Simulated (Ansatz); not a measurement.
The system is InPd.

```
CELL_PARAMETERS angstrom
0.00000 2.74607 2.74607
2.74607 0.00000 2.74607
2.74607 2.74607 0.00000
ATOMIC_POSITIONS crystal
In 0.00000 0.00000 0.00000
Pd 0.50000 0.50000 0.50000
```

The cell was built by a generator and needn't be a form met in nature.

| Quantity | Value |
| --- | --- |
| Program | Ansatz 0.2.0 |
| Task | relaxation of cell and atoms |
| Functional | r2SCAN |
| Dispersion | rVV10 |
| Potentials or basis | Ansatz PAW |
| Cutoff | 500 eV (not typed: the program's choice for these potentials) |
| k mesh | 8 × 8 × 8 |
| Occupations | fermi-dirac, width 0.05 eV |
| Spin | no spin polarisation |

At the start: volume 20.71 Å³/atom.

**Question.** How do energy, volume and symmetry change on relaxing?

**Answer.** It ends after 5 steps and the volume is 19.73 Å³/atom (-4.7 %); space group Fm-3m (No. 225, to 0.05 Å).

The path:
| step | energy change (eV) | largest force (eV/Å) | volume (Å³) |
| --- | --- | --- | --- |
| 1 | 0.0000 | 0.0000 | 41.42 |
| 2 | -0.0047 | 0.0000 | 37.72 |
| 3 | -0.0299 | 0.0000 | 39.62 |
| 4 | -0.0302 | 0.0000 | 39.45 |
| 5 | -0.0291 | 0.0000 | 39.45 |

Final structure:
```yaml
crystal:
  lattice:
    - [0.00000, 2.70197, 2.70197]
    - [2.70197, 0.00000, 2.70197]
    - [2.70197, 2.70197, 0.00000]
  atoms:
    - { symbol: In, position: [0.00000, 0.00000, 0.00000] }
    - { symbol: Pd, position: [0.50000, 0.50000, 0.50000] }
```

Caveat: the plane-wave basis is chosen anew once the cell has moved, so the energies of steps on either side of that aren't comparable; the PAW data sets come from PBE, with cores solved anew for the run's functional, which leaves a small shift of forces and pressure.
